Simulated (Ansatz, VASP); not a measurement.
**Cross-check of In3Ga5O12 (Ga1.2In0.8O3, beta-Ga2O3 type) between VASP and Ansatz**

Wanted: the spread between two codes on one cell, functional and k mesh. The cell is invented: As first built, before any earlier steps moved the atoms (in the runner's words): 1x2x1 conventional cells of the Ga2O3 type (40 atoms: 24 O, 10 Ga, 6 In); Ga/In share their sites, the best of 600 random draws by like-pair counts in two shells; start lattice of Ga2O3; atoms moved at random by 0.02 A. It may not be a known or stable phase. Of the first pair: The structure shown is the end of the Ansatz relaxation below.

Method: plane waves, with VASP 6.6.1 beside it; single point at PBE, in Ansatz 0.2.0.

**1. Starting point**

The cell holds 40 atoms: 24 O, 10 Ga and 6 In. Its edges and angles: a = 12.820 Å, b = 6.449 Å, c = 6.083 Å, α = 89.8°, β = 103.0°, γ = 90.0°. It derives from Ga2O3 (Ga2O3 type, space group 12), repeated 1×2×1. As first built, before any earlier steps moved the atoms (in the runner's words): 1x2x1 conventional cells of the Ga2O3 type (40 atoms: 24 O, 10 Ga, 6 In); Ga/In share their sites, the best of 600 random draws by like-pair counts in two shells; start lattice of Ga2O3; atoms moved at random by 0.02 A.

**2. Ansatz: relaxation, PBE**

Ansatz runs on its default PAW (the set named soft_2) files.

This run makes the geometry at which the two programs are then compared.

The input, input.yaml:

```yaml
crystal:
  lattice:
    - [12.82422, 0.00194, 0.08704]
    - [0.00097, 6.44872, 0.00803]
    - [-1.41512, 0.00722, 5.9166]
  atoms:
    - { symbol: O, position: [0.16314, 0.00102, 0.10734] }
    - { symbol: O, position: [0.32433, 0.23405, 0.86581] }
    - { symbol: O, position: [0.16949, 0.00052, 0.56136] }
    - { symbol: O, position: [0.31538, 0.23497, 0.429] }
    - { symbol: O, position: [0.51117, 0.00016, 0.27964] }
    - { symbol: O, position: [0.00851, 0.25064, 0.75551] }
    - { symbol: O, position: [0.66067, 0.23357, 0.10101] }
    - { symbol: O, position: [0.84508, 0.0197, 0.90408] }
    - { symbol: O, position: [0.67875, 0.23416, 0.57722] }
    - { symbol: O, position: [0.82682, 0.0096, 0.42727] }
    - { symbol: O, position: [0.00493, 0.22768, 0.27196] }
    - { symbol: O, position: [0.50063, 0.00134, 0.74824] }
    - { symbol: O, position: [0.15652, 0.4993, 0.11221] }
    - { symbol: O, position: [0.32703, 0.76569, 0.86664] }
    - { symbol: O, position: [0.16158, 0.49988, 0.5503] }
    - { symbol: O, position: [0.31377, 0.76539, 0.42859] }
    - { symbol: O, position: [0.49378, 0.49965, 0.28597] }
    - { symbol: O, position: [0.0174, 0.75122, 0.75863] }
    - { symbol: O, position: [0.66495, 0.76604, 0.1] }
    - { symbol: O, position: [0.83273, 0.48454, 0.88969] }
    - { symbol: O, position: [0.67069, 0.76466, 0.568] }
    - { symbol: O, position: [0.83169, 0.48474, 0.45731] }
    - { symbol: O, position: [0.99915, 0.77171, 0.26053] }
    - { symbol: O, position: [0.51641, 0.49923, 0.76849] }
    - { symbol: Ga, position: [0.09362, 0.00417, 0.79816] }
    - { symbol: Ga, position: [0.15643, 0.24321, 0.31102] }
    - { symbol: Ga, position: [0.33224, 0.0001, 0.66844] }
    - { symbol: Ga, position: [0.59238, 0.24073, 0.79398] }
    - { symbol: Ga, position: [0.91265, 0.00569, 0.20875] }
    - { symbol: Ga, position: [0.66442, 0.00105, 0.31269] }
    - { symbol: Ga, position: [0.84438, 0.25175, 0.69532] }
    - { symbol: Ga, position: [0.09237, 0.49739, 0.79752] }
    - { symbol: Ga, position: [0.15368, 0.7575, 0.3099] }
    - { symbol: Ga, position: [0.58936, 0.75933, 0.79503] }
    - { symbol: In, position: [0.40794, 0.24024, 0.18877] }
    - { symbol: In, position: [0.40764, 0.76019, 0.19197] }
    - { symbol: In, position: [0.33999, 0.50006, 0.66586] }
    - { symbol: In, position: [0.92069, 0.49526, 0.2125] }
    - { symbol: In, position: [0.66028, 0.4981, 0.31579] }
    - { symbol: In, position: [0.84563, 0.75525, 0.69346] }
kpoints:
  mp_grid: { grid: [2, 3, 3], shift: [0.5, 0.0, 0.0] }
hamiltonian:
  xc: pbe
scf:
  occupations: { method: fermi_dirac, width: 0.01 }
output:
  forces: true
  stress: true
relax:
  f_tol: 0.02
  max_steps: 25
  cell: { stress_tol: 0.1 }
basis:
  ecutwfc: "350 eV"
```

Command:

```
ansatz run input.yaml --threads 8 --pin off --max-ram 15360MiB --backend cpu --events-out ev --progress --plain --runs-dir out
```

Numbers of over 12 decimals in the logs are rounded to 6 here.

What it wrote:

```text
Warning: basis.ecutwfc = 350 eV is below the records' recommended 420 eV, and the density's cutoff is lower with it unless basis.ecutrho_ratio is high enough to keep the records' density cutoff: compare with a run at a higher cutoff
The last accepted step is kept in <dir> (removed where the run ends without a failure and the disk answers)
Engine: ansatz 0.2.0, x86_64-unknown-linux-gnu
Pseudopotentials: kind: paw
Pseudopotential: O, paw, valence charge 6, recommended cutoff 420 eV (normal), O.paw.azcp
Pseudopotential: Ga, paw, valence charge 13, recommended cutoff 420 eV (normal), Ga.paw.azcp
Pseudopotential: In, paw, valence charge 13, recommended cutoff 420 eV (normal), In.paw.azcp
Functional definition: PBE
  parameter kappa = 0.804
  parameter beta = 0.066725
  exchange = pbe_x(kappa = kappa, mu = beta*pi^2/3)
  correlation = pbe_c(beta = beta)
Crystal: 40 atoms, lattice volume = 490.095 Å³
Basis set: ecut = 350 eV, 7293 PW (Γ), exchange–correlation on 160×80×80 points (8 copies of the dense FFT grid, shifted against one another)
Bands: 216, of which v1, the nominal top of the filled ones, is band 176 counted from 1 (175 counted from 0)
Symmetry: 1 space group operations
Space group: P1 (ITA 1), of the structure as read, at distance tolerance 7.9e-5 Å
k-points: 9 of 18 (time reversal used)
Non-local potential: O, projectors of the file, l = 0: 2, l = 1: 2, l = 2: 1
Non-local potential: Ga, projectors of the file, l = 0: 2, l = 1: 2, l = 2: 3, l = 3: 1
Non-local potential: In, projectors of the file, l = 0: 2, l = 1: 2, l = 2: 2, l = 3: 2
PAW form: soft (Blöchl's): semilocal exchange-correlation on the pseudo side does not see the compensation charge
PAW one-centre angular grid: O, 110 points (default); XC on 64 Gauss nodes
PAW one-centre angular grid: Ga, 590 points (default); XC on 64 Gauss nodes
PAW one-centre angular grid: In, 590 points (default); XC on 64 Gauss nodes
Initial density: superposition of atomic densities (neutral atoms: chi_scale 0, normalization atom), corrected by the library's trained network
Initial wavefunctions: pseudopotential atomic-orbital guess
Functional: x = pbe(κ = 0.804, μ = 0.219515), c = pbe(β = 0.066725)
SCF iter   1: F=—  HF=-85040.345830 eV  |F-HF|=—  |Δ(HF+E_count)|=         —  Δρ=5.68e-3  dr2=4.39e-2  ethr=1.77e-3  ⟨swp⟩=6.0  Hψ=7038  notcnv=0  defer=11
preconditioner: auto → Resta (q_TF=auto, 2.582 Å⁻¹)  ε∞=4.6  [insulator: Δε(μ)=1.492 eV  Ē_g=16.620 eV  σ=0.010 eV  W_gap=1.00  n_scr=152 (ndim 8)  ℏωp=31.5 eV  f_vac=0.025  D(μ)=0.00/eV (n_scr^D=0)  ε∞_Penn≈4.6]
SCF iter   2: F=—  HF=-85040.361001 eV  |F-HF|=—  |Δ(HF+E_count)|=   1.52e-2  Δρ=2.46e-3  dr2=7.53e-3  ethr=1.25e-5  ⟨swp⟩=2.0  Hψ=3871  notcnv=0  defer=314
SCF iter   3: F=—  HF=-85040.368106 eV  |F-HF|=—  |Δ(HF+E_count)|=   7.11e-3  Δρ=1.14e-3  dr2=1.65e-3  ethr=2.14e-6  ⟨swp⟩=2.0  Hψ=2324  notcnv=0  defer=314
SCF iter   4: F=—  HF=-85040.370275 eV  |F-HF|=—  |Δ(HF+E_count)|=   2.17e-3  Δρ=2.79e-4  dr2=2.74e-4  ethr=4.68e-7  ⟨swp⟩=2.0  Hψ=3260  notcnv=0  defer=314
SCF iter   5: F=—  HF=-85040.370230 eV  |F-HF|=—  |Δ(HF+E_count)|=   4.47e-5  Δρ=5.94e-5  dr2=2.20e-5  ethr=7.78e-8  ⟨swp⟩=2.0  Hψ=3118  notcnv=0  defer=314
SCF iter   6: F=—  HF=-85040.370160 eV  |F-HF|=—  |Δ(HF+E_count)|=   6.98e-5  Δρ=3.25e-5  dr2=4.72e-6  ethr=6.24e-9  ⟨swp⟩=2.0  Hψ=3211  notcnv=0  defer=314
SCF iter   7: F=—  HF=-85040.370160 eV  |F-HF|=—  |Δ(HF+E_count)|=   4.09e-7  Δρ=1.01e-5  dr2=4.49e-7  ethr=1.34e-9  ⟨swp⟩=2.0  Hψ=3205  notcnv=0  defer=314
SCF iter   8: F=-85040.370160 eV  HF=-85040.370160 eV  |F-HF|=1.23e-8  |Δ(HF+E_count)|=   1.58e-7  Δρ=3.54e-6  dr2=5.84e-8  ethr=2.84e-11  ⟨swp⟩=4.0  Hψ=5416  notcnv=0
SCF 1 converged in 8 iterations: F = -85040.370160 eV  dr2 = 5.84e-8
  greatest PAW one-centre occupation: 0.998 electrons in one spin orbital (limit 2), on the Ga atom at site 26 (counted from 0), in its partial waves of l = 2
relax step   1: F+E_penalty+E_count = -85040.37015995 eV  Δ(F+E_penalty+E_count) = +0.000e0 eV  max|allowed force component| = 3.319e-2 eV/Å  Δτ_max = 0.0000 Å  P = -0.096 GPa  Ω = 490.095 Å³  (8 SCF iters, dr2 threshold 1.00e-7 eV, accepted)
Crystal: 40 atoms, lattice volume = 489.874 Å³
Basis set: ecut = 350 eV, 7289 PW (Γ), exchange–correlation on 160×80×80 points (8 copies of the dense FFT grid, shifted against one another)
Initial density: handed on by an earlier stage of this run
Initial wavefunctions: those handed on with the density
iter 1 solved again at ethr=1.17e-7 eV; its pass at ethr=3.10e-3 eV (dr2=4.12e-4 eV) is discarded
SCF iter   1: F=—  HF=-85040.379205 eV  |F-HF|=—  |Δ(HF+E_count)|=         —  Δρ=5.09e-4  dr2=4.15e-4  ethr=1.17e-7  ⟨swp⟩=4.4  Hψ=8996  notcnv=0
[...]
iter 1 solved again at ethr=8.13e-8 eV; its pass at ethr=3.10e-3 eV (dr2=2.86e-4 eV) is discarded
SCF iter   1: F=—  HF=-85040.372345 eV  |F-HF|=—  |Δ(HF+E_count)|=         —  Δρ=1.58e-4  dr2=3.39e-6  ethr=8.13e-8  ⟨swp⟩=5.2  Hψ=12641  notcnv=0
preconditioner: auto → Resta (q_TF=auto, 2.582 Å⁻¹)  ε∞=4.6  [insulator: Δε(μ)=1.518 eV  Ē_g=16.624 eV  σ=0.010 eV  W_gap=1.00  n_scr=152 (ndim 8)  ℏωp=31.5 eV  f_vac=0.024  D(μ)=0.00/eV (n_scr^D=0)  ε∞_Penn≈4.6]
[...]
SCF converged after 5 iterations
Free energy (F): -85040.373685 eV
Harris-Foulkes:  -85040.373685 eV  (|F-HF|=1.86e-9)
Internal energy: -85040.373685 eV  (E = F + TS)
E sigma→0 (E₀):  -85040.373685 eV
Fermi energy:    8.286881 eV
--- Per-component energies (eV) ---
  E_band       = -550.631751
  E_kinetic    = 6844.239213
  E_local      = -33480.433058  (includes V_loc(G=0)·N_el)
  E_nonlocal   = 7688.732006
  E_hartree    = 14398.351846
  E_xc         = -3724.723624
  E_vxc        = -3404.293972  (∫ρ·V_xc dr)
  E_paw        = -48734.760715  (= ΣΔE_a)
  E_vpaw       = -6995.671567  (= ΣTr[D̂ρ^β])
  E_aug_tail   = 0.091412  (compensation charges beyond the density's cutoff)
  E_ewald      = -28031.870764
  E_smearing   = -0.000000  (= −TS)
  E_closure    = 0.000000  (closes the sum)
  Σ components = -85040.373685   (vs F -85040.373685, Δ=0.00e0)
--- Forces (eV/Å), atoms counted from 1 ---
  atom   1  O      0.00188032    -0.00056912    -0.00323667
  atom   2  O     -0.00177634    -0.00204408     0.00441862
  atom   3  O     -0.00731265    -0.00338978    -0.00303121
  atom   4  O      0.00152550     0.00021637    -0.00398078
  atom   5  O      0.00289349    -0.00191858    -0.00008058
  atom   6  O     -0.00412669     0.00250924     0.00382944
  atom   7  O      0.00134518    -0.00001700    -0.00426933
  atom   8  O      0.00134575     0.00557065     0.00259022
  atom   9  O      0.00244114     0.00062898     0.00045036
  atom  10  O      0.01008621     0.00705789     0.00463539
  atom  11  O      0.00609877    -0.00117184    -0.00325460
  atom  12  O     -0.00392894     0.00009135     0.00044113
  atom  13  O      0.00296314     0.00094270    -0.00326620
  atom  14  O     -0.00096036     0.00267871     0.00542098
  atom  15  O     -0.00458707    -0.00189329    -0.00378851
  atom  16  O     -0.00048982     0.00020176    -0.00427596
  atom  17  O     -0.00507361     0.00066887    -0.00105915
  atom  18  O     -0.00081433    -0.00177014     0.00637247
  atom  19  O      0.00028811    -0.00092892    -0.00057893
  atom  20  O     -0.00099772     0.00308695     0.00481771
  atom  21  O      0.00006890    -0.00449142    -0.00238503
  atom  22  O      0.00718306    -0.00326685     0.00516531
  atom  23  O      0.00102118    -0.00157983    -0.00435148
  atom  24  O      0.00056105     0.00015466     0.00033075
[...]
atom  33  Ga     0.00136281     0.00420093     0.01457215
  atom  34  Ga     0.00287492     0.00069983     0.00165702
  atom  35  In     0.00042794    -0.00592868    -0.00068394
  atom  36  In     0.00323498     0.00491996    -0.00023552
  atom  37  In    -0.00118238    -0.00056973    -0.00493039
  atom  38  In     0.00125367    -0.00551260     0.00284488
  atom  39  In    -0.00088119     0.00327681     0.00597644
  atom  40  In    -0.00705651     0.00470467    -0.01172475
  max |Σ_I F_I| component: 1.51e-5 eV/Å
--- Stress (GPa, compression-positive) ---
       -0.003442      -0.003420      -0.016433
       -0.003420       0.007503       0.007842
       -0.016433       0.007842       0.021246
  P = ⅓ Tr σ = 0.0084 GPa (0.084 kbar)
--- Relaxed structure (4 steps of the walk, 4 accepted, 2 SCFs on fresh bases) ---
  F+E_penalty+E_count = -85040.37368527 eV   max|allowed force component| = 1.457e-2 eV/Å   (the final SCF, on the basis selected at the relaxed cell)
  cell:  # Å, volume = 489.9309 Å³
    - [12.819826, 0.00258444, 0.088730]
    - [0.00127941, 6.448548, 0.010300]
    - [-1.413856, 0.00923392, 5.916627]
  atoms:
    - { symbol: O, position: [0.163187, 0.00107001, 0.106594] }
    - { symbol: O, position: [0.324573, 0.233911, 0.865515] }
    - { symbol: O, position: [0.169612, 0.000908856, 0.561311] }
    - { symbol: O, position: [0.315367, 0.234741, 0.428624] }
    - { symbol: O, position: [0.511178, 0.000253599, 0.279750] }
    - { symbol: O, position: [0.00848483, 0.250676, 0.755243] }
    - { symbol: O, position: [0.660677, 0.233659, 0.101230] }
    - { symbol: O, position: [0.845028, 0.019678, 0.904202] }
    - { symbol: O, position: [0.678870, 0.234300, 0.578188] }
    - { symbol: O, position: [0.826536, 0.00865409, 0.426261] }
    - { symbol: O, position: [0.00487746, 0.227930, 0.271476] }
    - { symbol: O, position: [0.500753, 0.00126985, 0.748278] }
    - { symbol: O, position: [0.156558, 0.499252, 0.112236] }
    - { symbol: O, position: [0.327199, 0.765570, 0.866190] }
    - { symbol: O, position: [0.161592, 0.500035, 0.550729] }
    - { symbol: O, position: [0.313746, 0.765649, 0.428159] }
    - { symbol: O, position: [0.493834, 0.499756, 0.286624] }
    - { symbol: O, position: [0.017254, 0.751362, 0.758531] }
    - { symbol: O, position: [0.664696, 0.765756, 0.100058] }
    - { symbol: O, position: [0.833137, 0.484822, 0.890526] }
    - { symbol: O, position: [0.670691, 0.764462, 0.568805] }
    - { symbol: O, position: [0.831640, 0.484300, 0.457886] }
    - { symbol: O, position: [0.999282, 0.771961, 0.260506] }
    - { symbol: O, position: [0.516315, 0.499005, 0.769208] }
    - { symbol: Ga, position: [0.093453, 0.00425301, 0.797476] }
    - { symbol: Ga, position: [0.156473, 0.242830, 0.310120] }
    - { symbol: Ga, position: [0.332098, 0.000112686, 0.668105] }
    - { symbol: Ga, position: [0.592260, 0.240541, 0.794196] }
    - { symbol: Ga, position: [0.912680, 0.00590338, 0.208784] }
    - { symbol: Ga, position: [0.664508, 0.000766015, 0.311958] }
    - { symbol: Ga, position: [0.844311, 0.252304, 0.696594] }
    - { symbol: Ga, position: [0.092286, 0.497463, 0.797539] }
    - { symbol: Ga, position: [0.153784, 0.757502, 0.308659] }
    - { symbol: Ga, position: [0.589148, 0.759085, 0.795097] }
    - { symbol: In, position: [0.408072, 0.240533, 0.188536] }
    - { symbol: In, position: [0.407744, 0.760288, 0.191598] }
    - { symbol: In, position: [0.339846, 0.499984, 0.665539] }
    - { symbol: In, position: [0.920768, 0.495734, 0.213555] }
    - { symbol: In, position: [0.660283, 0.497887, 0.316175] }
    - { symbol: In, position: [0.845502, 0.755312, 0.693899] }
```

(Part 1 of 3 ends here.)

[Lines on the potential files, build, host, timing and source positions are cut from VASP's logs without a mark.]

[Logs are printed without paths, hosts, clocks, repeated set-up lines and the standing remarks that a program may print on its own settings, such as how far it seeks lower states.]

[Hosts, paths, dates, database ids (printed as entryN), source tags and the programs' standing remarks are cut or masked in the printed files.]
